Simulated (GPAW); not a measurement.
Crystal: GaAs.

```xyz
2
Lattice="0.0000 2.8268 2.8268 2.8268 0.0000 2.8268 2.8268 2.8268 0.0000" Properties=species:S:1:pos:R:3 pbc="T T T"
As    4.2403    4.2403    4.2403
Ga    0.0000    0.0000    0.0000
```

```yaml
Program: GPAW 26.7.0
Task: relaxation of cell and atoms
Functional: RPBE
Potentials_or_basis: the program's PAW data sets (release 1.2.1) made for this functional
Cutoff: 600 eV
Basis: pw
k_mesh: 8 × 8 × 8
Occupations: fermi-dirac, width 0.05 eV
Spin: no spin polarisation
```

At the start: pressure 6.3 GPa; volume 22.59 Å³/atom.

Task: Where does the relaxation end?

Result: Over 4 steps the energy falls by 38.3 meV/atom and the volume is 24.69 Å³/atom (+9.3 %); space group F-43m (No. 216, to 0.05 Å).

Step by step:
| step | energy change (eV) | largest force (eV/Å) | pressure (GPa) | volume (Å³) |
| --- | --- | --- | --- | --- |
| 1 | 0.0000 | 0.0000 | 6.33 | 45.18 |
| 2 | -0.0301 | 0.0000 | 4.75 | 46.05 |
| 3 | -0.0759 | 0.0000 | 0.50 | 49.01 |
| 4 | -0.0765 | 0.0000 | 0.06 | 49.39 |

Final structure:
```
As Ga
1.0
     0.00000    2.91208    2.91208
     2.91208    0.00000    2.91208
     2.91208    2.91208    0.00000
As Ga
1 1
Cartesian
  4.3681 4.3681 4.3681
  0.0000 0.0000 0.0000
```

Caveat: later steps reuse the first step's grids.
